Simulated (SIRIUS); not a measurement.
Crystal: Hf.

```
CELL_PARAMETERS angstrom
3.19670 0.00000 0.00000
-1.59835 2.76842 0.00000
0.00000 0.00000 5.05780
ATOMIC_POSITIONS crystal
Hf 0.66667 0.33333 0.75000
Hf 0.33333 0.66667 0.25000
```

Base run:

* Program: SIRIUS 7.10.0
* Functional: PBEsol
* Potentials or basis: PseudoDojo 0.4.1 PBE standard (scalar relativistic)
* Cutoff: 807 eV
* Density cutoff: 3227 eV
* k mesh: 10 × 10 × 5
* Occupations: fermi-dirac, width 0.05 eV
* Spin: no spin polarisation
* Hubbard terms: Hf d U = 2 eV

Its results: band gap on the k mesh none (metal or under the smearing width); pressure -0.9 GPa.

Q: After a change of settings the same cell gave: band gap on the k mesh none (metal or under the smearing width); pressure 5.4 GPa. Which change was it?
A. hubbard terms from Hf d U = 2 eV to Hf d U = 6 eV
B. program from SIRIUS 7.10.0 to SIRIUS 7.12.0; hubbard terms from Hf d U = 2 eV to Hf d U = 8 eV
C. hubbard terms from Hf d U = 2 eV to none; hubbard projectors from orthogonalised atomic orbitals to none; start of the occupations from the program's own to none
D. program from SIRIUS 7.10.0 to SIRIUS 7.12.0

A: A.

Caveats: the potentials were made for another functional, which shifts forces and pressure; U without spin polarisation on a metal has little footing; the U is typed as a test and isn't derived for this compound.

The runs were made with more than one version of the program.
